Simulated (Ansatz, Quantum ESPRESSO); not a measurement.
## PbTe (rock salt): bulk modulus from a few volumes

How stiff is rock salt PbTe under hydrostatic load? Each row scales the relaxed cell evenly and relaxes the atoms. The symmetry of the cell is held, so distortions that would lower it, which this phase may prefer, aren't tested. The phase is followed to these pressures whether or not it stays the stable one.

Calculated with Ansatz 0.2.0, PBEsol, PAW files of the set soft_1, cutoff 600 eV, Fermi–Dirac smearing 0.02 eV, k-mesh 8×8×8, no spin polarisation, no spin-orbit coupling.

Reference cell, relaxed at zero pressure with PBEsol (Fm-3m): a = 4.5563 Å, b = 4.5563 Å, c = 4.5563 Å, α = 60.00°, β = 60.00°, γ = 60.00°.

```
atom       x       y       z
  Pb  0.0000  0.0000  0.0000
  Te  0.5000  0.5000  0.5000
```

| V (Å³/atom) | V/V0 | P (GPa) | E − E0 (meV/atom) |
| --- | --- | --- | --- |
| 31.4345 | 0.9400 | 3.196 | 18.9 |
| 32.1033 | 0.9600 | 2.009 | 8.1 |
| 32.7721 | 0.9800 | 0.948 | 1.9 |
| 34.1097 | 1.0200 | −0.852 | 1.8 |
| 35.4474 | 1.0600 | −2.294 | 15.2 |

V0 = 33.4409 Å³ an atom, where the residual pressure P0 is −0.002 GPa. **Question.** Fit the Birch–Murnaghan law and give the pressure and the energy at V = 34.7785 Å³ an atom, a row left out above.

With the Eulerian strain f = ½[(V0/V)^(2/3) − 1] and F = (P − P0)/[3f(1 + 2f)^(5/2)], the third-order law is the line F = B0 + (3/2) B0 (B′ − 4) f.

```
       f  F (GPa)
 0.02106    45.67
 0.01379    45.40
 0.00678    45.16
−0.00656    44.66
−0.01905    44.19
```

A straight line through the 5 rows: the means are 0.003204 for f and 45.016 for F, Σ(Δx)² = 0.001034 and ΣΔxΔy = 0.03812, so the slope is 0.03812/0.001034 = 36.853 and the intercept 45.016 − (36.853)(0.003204) = 44.898.

Hence B0 = 44.9 GPa and B′ = 4 + (36.9)/(1.5 × 44.9) = 4.55. For the withheld volume f = −0.01290, F = 44.42 GPa and P = −1.61 GPa. The run itself gives −1.61 GPa, so the estimate misses by 0.00 GPa, a rounding's worth.

Integrating the same law gives E − E0 = (9/2) B0 V0 f²[1 + (B′ − 4) f] + P0(V0 − V), with 1 GPa Å³ = 6.2415 meV: 7.0 meV an atom. The run itself gives 7.0 meV, so the estimate misses by 0.0 meV, a rounding's worth.

The same fit over all rows at other levels or in other programs gives B0 = 45 GPa with PBEsol (Quantum ESPRESSO, GBRV).

Measured volume: 33.606 Å³ an atom (doi:10.1107/S0108270187091509, 298 K), so V0 is −0.5 % off. A stiffness follows the volume as d ln B/d ln V = −B′, which moves B0 by about −2 % when it is taken at the measured volume.

The calculation is for a static lattice, while measurements hold thermal and zero-point motion.

[Logs are printed without paths, hosts, clocks, repeated set-up lines and the standing remarks that a program may print on its own settings, such as how far it seeks lower states.]
